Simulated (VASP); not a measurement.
# Ga2O3 (R-3c) in VASP: further runs

Runs on Ga2O3. Level: PBE. Tasks: relaxation of cell and atoms.

Everything below comes from runs of VASP 6.6.1. Logs are shortened: lines on timing, memory, paths and dates and some standing lists are left out, and cuts for length are marked.

### 1 Starting point

The structure is trigonal, space group R-3c (No. 167). Conventional cell: a = 4.983 Å, b = 4.983 Å, c = 13.433 Å, α = 90.00°, β = 90.00°, γ = 120.00°. Ga (site symmetry 3) has 6 O at 1.92 to 2.08 Å as nearest neighbours. O (site symmetry 2) is surrounded by 4 Ga at 1.92 to 2.08 Å.

### 2 Relaxation of cell and atoms, PBE

Input file INCAR:

```
PREC = Accurate
ENCUT = 520
EDIFF = 1E-7
ISMEAR = 0
SIGMA = 0.02
LREAL = F
LASPH = T
NELM = 100
ALGO = Fast
ISIF = 3
LWAVE = F
LCHARG = F
GGA = PE
IBRION = 2
NSW = 80
EDIFFG = -0.002
```

Input file KPOINTS:

```
Automatic mesh
0
Gamma
  3 3 3
```

Input file POSCAR:

```
Ga2O3
1.0
    2.4912500000      1.4383238600      4.4776666700
   -2.4912500000      1.4383238600      4.4776666700
    0.0000000000     -2.8766477200      4.4776666700
Ga O
4 6
Direct
    0.3554000000      0.3554000000      0.3554000000
    0.1446000000      0.1446000000      0.1446000000
    0.6446000000      0.6446000000      0.6446000000
    0.8554000000      0.8554000000      0.8554000000
    0.5549000000      0.9451000000      0.2500000000
    0.2500000000      0.5549000000      0.9451000000
    0.9451000000      0.2500000000      0.5549000000
    0.4451000000      0.0549000000      0.7500000000
    0.7500000000      0.4451000000      0.0549000000
    0.0549000000      0.7500000000      0.4451000000
```

Potentials or basis: VASP PAW PBE potentials, release 64 (Ga_d, O).

Launch:

```console
> cat potpaw_PBE.64/Ga_d/POTCAR potpaw_PBE.64/O/POTCAR > POTCAR
> mpirun -np 8 vasp_std > vasp.out
```

OUTCAR:

```text
PREC = Accurate
   ENCUT = 520
   EDIFF = 1E-7
   ISMEAR = 0
   LREAL = F
   LASPH = T
   NELM = 100
   ISIF = 3
   GGA = PE
   IBRION = 2
   NSW = 80
   EDIFFG = -0.002

 ion  position               nearest neighbor table
   1  0.355  0.355  0.355-  10 1.92   8 1.92   9 1.92   5 2.08   7 2.08   6 2.08   2 2.83
   2  0.145  0.145  0.145-   9 1.92   8 1.92  10 1.92   5 2.08   7 2.08   6 2.08   1 2.83
   3  0.645  0.645  0.645-   7 1.92   5 1.92   6 1.92   8 2.08   9 2.08  10 2.08   4 2.83
   4  0.855  0.855  0.855-   6 1.92   5 1.92   7 1.92   8 2.08   9 2.08  10 2.08   3 2.83
   5  0.555  0.945  0.250-   3 1.92   4 1.92   1 2.08   2 2.08
   6  0.250  0.555  0.945-   4 1.92   3 1.92   1 2.08   2 2.08
   7  0.945  0.250  0.555-   3 1.92   4 1.92   1 2.08   2 2.08
   8  0.445  0.055  0.750-   1 1.92   2 1.92   3 2.08   4 2.08
   9  0.750  0.445  0.055-   2 1.92   1 1.92   3 2.08   4 2.08
  10  0.055  0.750  0.445-   1 1.92   2 1.92   3 2.08   4 2.08

  LATTYP: Found a trigonal (rhomboedric) cell.
 ALAT       =     5.3220861414
 COS(alpha) =     0.5617712959

  Lattice vectors:

 A1 = (   2.4912500000,   1.4383238600,   4.4776666700)
 A2 = (  -2.4912500000,   1.4383238600,   4.4776666700)
 A3 = (   0.0000000000,  -2.8766477200,   4.4776666700)

Analysis of symmetry for initial positions (statically):
=====================================================================
 Subroutine PRICEL returns:
 Original cell was already a primitive cell.

 Routine SETGRP: Setting up the symmetry group for a
 trigonal (rhombohedral) supercell.

 Subroutine GETGRP returns: Found 12 space group operations
 (whereof  6 operations were pure point group operations)
 out of a pool of 12 trial point group operations.

The static configuration has the point symmetry S_6 .
 The point group associated with its full space group is D_3d.

Analysis of symmetry for dynamics (positions and initial velocities):
=====================================================================
 Subroutine PRICEL returns:
 Original cell was already a primitive cell.

 Routine SETGRP: Setting up the symmetry group for a
 trigonal (rhombohedral) supercell.

 Subroutine GETGRP returns: Found 12 space group operations
 (whereof  6 operations were pure point group operations)
 out of a pool of 12 trial point group operations.

The dynamic configuration has the point symmetry S_6 .
 The point group associated with its full space group is D_3d.

 Subroutine INISYM returns: Found 12 space group operations
 (whereof  6 operations are pure point group operations),
 and found     1 'primitive' translations

----------------------------------------------------------------------------------------

                                     Primitive cell

  volume of cell :      96.2669

  direct lattice vectors                    reciprocal lattice vectors
     2.491250000  1.438323860  4.477666670     0.200702459  0.115875618  0.074443535
    -2.491250000  1.438323860  4.477666670    -0.200702459  0.115875618  0.074443535
     0.000000000 -2.876647720  4.477666670     0.000000000 -0.231751237  0.074443535

  length of vectors
     5.322086141  5.322086141  5.322086143     0.243414206  0.243414206  0.243414206

  position of ions in fractional coordinates (direct lattice)
     0.355400000  0.355400000  0.355400000
     0.144600000  0.144600000  0.144600000
     0.644600000  0.644600000  0.644600000
     0.855400000  0.855400000  0.855400000
     0.554900000  0.945100000  0.250000000
     0.250000000  0.554900000  0.945100000
     0.945100000  0.250000000  0.554900000
     0.445100000  0.054900000  0.750000000
     0.750000000  0.445100000  0.054900000
     0.054900000  0.750000000  0.445100000

  ion indices of the primitive-cell ions
   primitive index   ion index
                 1           1
                 2           2
                 3           3
                 4           4
                 5           5
                 6           6
                 7           7
                 8           8
                 9           9
                10          10

----------------------------------------------------------------------------------------

 KPOINTS: Automatic mesh

Automatic generation of k-mesh.
 Grid dimensions read from file:
 generate k-points for:    3    3    3

 Generating k-lattice:

  Cartesian coordinates                     Fractional coordinates (reciprocal lattice)
     0.066900820  0.038625206  0.024814512     0.333333333  0.000000000  0.000000000
    -0.066900820  0.038625206  0.024814512     0.000000000  0.333333333  0.000000000
     0.000000000 -0.077250412  0.024814512     0.000000000  0.000000000  0.333333333

  Length of vectors
     0.081138069  0.081138069  0.081138069

  Shift w.r.t. Gamma in fractional coordinates (k-lattice)
     0.000000000  0.000000000  0.000000000

 Subroutine IBZKPT returns following result:
 ===========================================

 Found      6 irreducible k-points:

 Following reciprocal coordinates:
            Coordinates               Weight
  0.000000  0.000000  0.000000      1.000000
  0.333333 -0.000000 -0.000000      6.000000
  0.333333  0.333333 -0.000000      6.000000
 -0.333333  0.333333  0.000000      6.000000
  0.333333  0.333333  0.333333      2.000000
 -0.333333  0.333333  0.333333      6.000000
   k-points           NKPTS =      6   k-points in BZ     NKDIM =      6   number of bands    NBANDS=     56
   number of dos      NEDOS =    301   number of ions     NIONS =     10
   total plane-waves  NPLWV =  64000
   dimension x,y,z NGX =    40 NGY =   40 NGZ =   40
   dimension x,y,z NGXF=    80 NGYF=   80 NGZF=   80
   ions per type =               4   6
   NGX,Y,Z   is equivalent  to a cutoff of  12.49, 12.49, 12.49 a.u.
   NGXF,Y,Z  is equivalent  to a cutoff of  24.99, 24.99, 24.99 a.u.
 SYSTEM =  unknown system
   PREC   = accura    normal or accurate (medium, high low for compatibility)
   ISTART =      0    job   : 0-new  1-cont  2-samecut
   ICHARG =      2    charge: 1-file 2-atom 10-const
   ISPIN  =      1    spin polarized calculation?
   LNONCOLLINEAR =      F non collinear calculations
   LSORBIT =      F    spin-orbit coupling
   LASPH  =      T    aspherical Exc in radial PAW
   ENCUT  =  520.0 eV  38.22 Ry    6.18 a.u.   9.90  9.90  9.90*2*pi/ulx,y,z
   NELM   =    100;   NELMIN=  2; NELMDL= -5     # of ELM steps
   EDIFF  = 0.1E-06   stopping-criterion for ELM
   LREAL  =      F    real-space projection
   EDIFFG = -.2E-02   stopping-criterion for IOM
   NSW    =     80    number of steps for IOM
   IBRION =      2    ionic relax: 0-MD 1-quasi-New 2-CG
   NFREE  =      1    steps in history (QN), initial steepest desc. (CG)
   ISIF   =      3    stress and relaxation
   ISYM   =      2    0-nonsym 1-usesym 2-fastsym
   POTIM  = 0.5000    time-step for ionic-motion
   TEBEG  =    0.0;   TEEND  =   0.0 temperature during run
   PSTRESS=    0.0 pullay stress
   NELECT =      88.0000    total number of electrons
   NUPDOWN=      -1.0000    fix difference up-down
   EMIN   =  10.00;   EMAX   =-10.00  energy-range for DOS
   EFERMI =   0.00;   METHOD = LEGACY
   ISMEAR =     0;   SIGMA  =   0.02  broadening in eV -4-tet -1-fermi 0-gaus
   EFERMI_NEDOS =   21; number of points for ismear=-14 and -15
   IALGO  =     68    algorithm
   IMIX   =      4    mixing-type and parameters
     AMIX     =   0.40;   BMIX     =  1.00
     AMIX_MAG =   1.60;   BMIX_MAG =  1.00
  volume/ion in A,a.u.               =       9.63        64.96
  Fermi-wavevector in a.u.,A,eV,Ry     =   1.588827  3.002448 34.346173  2.524372
  Thomas-Fermi vector in A             =   2.687771
   LORBIT       =      0    0 simple, 1 ext, 2 COOP (PROOUT), +10 PAW based schemes
   GGA     = PE    functional components
   LHFCALC =     F    Hartree Fock is set to
   AEXX    =    0.0000 exact exchange contribution
   IVDW    =     0    specifies the selected vdW correction
   LEPSILON=     F    determine dielectric tensor
   LRPA    =     F    only Hartree local field effects (RPA)
 conjugate gradient relaxation of ions
 non-spin polarized calculation
 RMM-DIIS sequential band-by-band and
 Gauss-broadening in eV      SIGMA  =   0.02
  energy-cutoff  :      520.00
  volume of cell :       96.27
 maximum number of plane-waves:      2601
   NGX = 19   NGY = 19   NGZ = 19

--------------------------------------- Ionic step        1  -------------------------------------------

 number of electron      87.9999978 magnetization

 Free energy of the ion-electron system (eV)
  ---------------------------------------------------
  ext. energy  EPLUGINS =         0.00000000
  ---------------------------------------------------
  free energy    TOTEN  =       -59.22176312 eV

  energy without entropy =      -59.22176312  energy(sigma->0) =      -59.22176312

------------------------ aborting loop because EDIFF is reached ----------------------------------------

  FORCE on cell =-STRESS in cart. coord.  units (eV):
  Direction    XX          YY          ZZ          XY          YZ          ZX
  --------------------------------------------------------------------------------------
  -------------------------------------------------------------------------------------
  Total        6.6991001      6.6991001      5.9165958      0.0000000      0.0000000      0.0000000
  in kB      111.4936262    111.4936265     98.4703487      0.0000000      0.0000000      0.0000000
  external PRESSURE =     107.1525338 kB  Pullay stress =       0.0000000 kB
[... 113 lines left out ...]
  FREE ENERGIE OF THE ION-ELECTRON SYSTEM (eV)
  ---------------------------------------------------
  free  energy   TOTEN  =       -59.3756869545 eV

  energy  without entropy=      -59.3756869545  energy(sigma->0) =      -59.37568695

[... ionic steps 4 to 10 ...]

--------------------------------------- Ionic step       11  -------------------------------------------

 number of electron      88.0000007 magnetization

------------------------ aborting loop because EDIFF is reached ----------------------------------------

  FORCE on cell =-STRESS in cart. coord.  units (eV):
  Direction    XX          YY          ZZ          XY          YZ          ZX
  --------------------------------------------------------------------------------------
  -------------------------------------------------------------------------------------
  Total       -0.0624012     -0.0624012     -0.0248947      0.0000000     -0.0000000      0.0000000
  in kB       -0.9897828     -0.9897828     -0.3948692      0.0000000     -0.0000000      0.0000000
  external PRESSURE =      -0.7914782 kB  Pullay stress =       0.0000000 kB
[... 73 lines left out ...]
  energy  without entropy=      -59.3776430019  energy(sigma->0) =      -59.37764300

--------------------------------------- Ionic step       13  -------------------------------------------

 number of electron      88.0000007 magnetization

 Free energy of the ion-electron system (eV)
  ---------------------------------------------------
  ext. energy  EPLUGINS =         0.00000000
  ---------------------------------------------------
  free energy    TOTEN  =       -59.37765691 eV

  energy without entropy =      -59.37765691  energy(sigma->0) =      -59.37765691

 E-fermi :   4.1871     XC(G=0): -11.9407

 val. band max:        4.0119115040   @ k =   0.3333  -0.0000  -0.0000
 cond. band min:       6.4195586243   @ k =   0.0000   0.0000   0.0000
 fundamental gap:      2.4076471203
 Fermi energy:         4.1870753876

 k-point     1 :       0.0000    0.0000    0.0000
  band No.  band energies     occupation
      1     -14.5855      2.00000
      2     -12.7405      2.00000
      3     -12.7405      2.00000
      4     -12.7152      2.00000
      5     -12.6986      2.00000
      6     -12.6986      2.00000
[... 380 lines left out ...]
  FREE ENERGIE OF THE ION-ELECTRON SYSTEM (eV)
  ---------------------------------------------------
  free  energy   TOTEN  =       -59.3776569144 eV

  energy  without entropy=      -59.3776569144  energy(sigma->0) =      -59.37765691

 reached required accuracy - stopping structural energy minimisation
```

Run time: 51 s. Hardware: 8 MPI ranks of AMD EPYC 9R45 (Zen 5), shared host; peak memory 0.13 GiB.

Results:

```
Free energy                            : -59.3777 eV
Relaxed volume                         : 10.10 Å³/atom
Relaxed cell                           : a = 5.405 Å, b = 5.405 Å, c = 5.405 Å, α = 55.88°, β = 55.88°, γ = 55.88°
Space group after relaxing (to 0.05 Å) : R-3c (No. 167)
Energy gained by relaxing              : 15.6 meV/atom
Ionic steps                            : 13
Pressure after relaxing                : 0.0 GPa
Band gap on the k mesh                 : 2.41 eV, indirect (least direct gap 2.58 eV)
```

The path:
| step | energy change (eV) | largest force (eV/Å) | pressure (GPa) | volume (Å³) |
| --- | --- | --- | --- | --- |
| 1 | 0.0000 | 0.1336 | 10.72 | 96.27 |
| 2 | -0.0350 | 0.0490 | -8.12 | 105.52 |
| 3 | -0.1539 | 0.0763 | -0.10 | 101.04 |
| 4 | -0.1539 | 0.0773 | 0.10 | 100.94 |
| 5 | -0.1554 | 0.0303 | 0.11 | 100.94 |
| 6 | -0.1557 | 0.0192 | 0.12 | 100.94 |
| 7 | -0.1558 | 0.0119 | -0.09 | 101.05 |
| 8 | -0.1558 | 0.0114 | -0.14 | 101.06 |
| 9 | -0.1559 | 0.0014 | -0.06 | 101.01 |
| 10 | -0.1559 | 0.0010 | -0.04 | 101.01 |
| 11 | -0.1559 | 0.0030 | -0.08 | 101.01 |
| 12 | -0.1559 | 0.0013 | 0.11 | 100.94 |
| 13 | -0.1559 | 0.0007 | -0.01 | 100.98 |

Final structure:
```yaml
crystal:
  lattice:
    - [2.53245, 1.46211, 4.54549]
    - [-2.53245, 1.46211, 4.54549]
    - [0.00000, -2.92422, 4.54549]
  atoms:
    - { symbol: Ga, position: [0.35591, 0.35591, 0.35591] }
    - { symbol: Ga, position: [0.14409, 0.14409, 0.14409] }
    - { symbol: Ga, position: [0.64409, 0.64409, 0.64409] }
    - { symbol: Ga, position: [0.85591, 0.85591, 0.85591] }
    - { symbol: O, position: [0.55311, 0.94689, 0.25000] }
    - { symbol: O, position: [0.25000, 0.55311, 0.94689] }
    - { symbol: O, position: [0.94689, 0.25000, 0.55311] }
    - { symbol: O, position: [0.44689, 0.05311, 0.75000] }
    - { symbol: O, position: [0.75000, 0.44689, 0.05311] }
    - { symbol: O, position: [0.05311, 0.75000, 0.44689] }
```

Caveat: the k mesh is coarse (spacing up to 0.51 Å⁻¹), so the values aren't converged; an odd mesh through Γ misses points on the zone boundary, where band edges often lie.

### 3 Relaxation of cell and atoms, PBE

This run uses another cell than the first one, of 10.10 Å³/atom, 1.049 times its volume.

INCAR is that of step 2.

KPOINTS is that of step 2.

Input file POSCAR:

```
Ga2O3                                   
1.0
    2.5324517521      1.4621117028      4.5454929190
   -2.5324517521      1.4621117028      4.5454929190
   -0.0000000000     -2.9242234056      4.5454929190
  Ga              O             
     4     6
Direct
     0.3559101679769186    0.3559101679769186    0.3559101679769186
     0.1440898320230815    0.1440898320230815    0.1440898320230815
     0.6440898320230816    0.6440898320230816    0.6440898320230816
     0.8559101679769184    0.8559101679769184    0.8559101679769184
     0.5531057609457894    0.9468942390542106    0.2500000000000000
     0.2499999999999746    0.5531057609457642    0.9468942390542613
     0.9468942390542358    0.2500000000000254    0.5531057609457387
     0.4468942390542103    0.0531057609457896    0.7500000000000000
     0.7500000000000253    0.4468942390542358    0.0531057609457387
     0.0531057609457641    0.7499999999999747    0.4468942390542612
```

Potentials or basis: VASP PAW PBE potentials, release 64 (Ga_d, O).

Launch:

```console
> cat potpaw_PBE.64/Ga_d/POTCAR potpaw_PBE.64/O/POTCAR > POTCAR
> mpirun -np 8 vasp_std > vasp.out
```

Wall time 12 s (8 MPI ranks of AMD EPYC 9R45 (Zen 5), shared host); peak memory 0.12 GiB.

The run converged. Its results:

- Free energy: -59.3852 eV
- Relaxed volume: 10.10 Å³/atom
- Relaxed cell: a = 5.406 Å, b = 5.406 Å, c = 5.406 Å, α = 55.88°, β = 55.88°, γ = 55.88°
- Space group after relaxing (to 0.05 Å): R-3c (No. 167)
- Energy gained by relaxing: 0.0 meV/atom
- Ionic steps: 3
- Pressure after relaxing: 0.0 GPa
- Band gap on the k mesh: 2.40 eV, indirect (least direct gap 2.58 eV)

Final structure:
```xyz
10
Lattice="2.5327 1.4623 4.5462 -2.5327 1.4623 4.5462 0.0000 -2.9246 4.5462" Properties=species:S:1:pos:R:3 pbc="T T T"
Ga    0.0000    0.0000    4.8541
Ga    0.0000    0.0000    1.9651
Ga    0.0000    0.0000    8.7844
Ga    0.0000    0.0000   11.6734
O    -0.9974    1.4623    7.9558
O    -0.7677   -1.5949    7.9558
O     1.7651    0.1326    7.9558
O     0.9974   -1.4623    5.6827
O     0.7677    1.5949    5.6827
O    -1.7651   -0.1326    5.6827
```

Levels at points of the mesh, in eV from the valence-band top:
```csv
k point,band 42,band 43,band 44,band 45,band 46,band 47
"(0.00, 0.00, 0.00)",-0.25,-0.17,-0.17,2.40,6.32,6.58
```

Caveat: the k mesh is coarse (spacing up to 0.50 Å⁻¹), so the values aren't converged; an odd mesh through Γ misses points on the zone boundary, where band edges often lie.
